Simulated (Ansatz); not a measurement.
Structure types of Re were relaxed at one common pressure (all-electron LAPW in Ansatz 0.2.0 under PBE, scalar-relativistic, no spin polarisation, zero temperature). They take these volumes:

```json
{"type": "fcc", "space group": "Fm-3m", "V (Å³/atom)": "8.99"}
{"type": "bcc", "space group": "Im-3m", "V (Å³/atom)": "9.05"}
{"type": "hcp", "space group": "P6_3/mmc", "V (Å³/atom)": "8.97"}
{"type": "diamond", "space group": "Fd-3m", "V (Å³/atom)": "11.08"}
{"type": "simple hexagonal", "space group": "P6/mmm", "V (Å³/atom)": "9.25"}
```

Q: At about which pressure, and is the densest type also the lowest in enthalpy?

A: 540 GPa. The densest types tie within 0.02 Å³/atom, and hcp is the lowest in enthalpy.
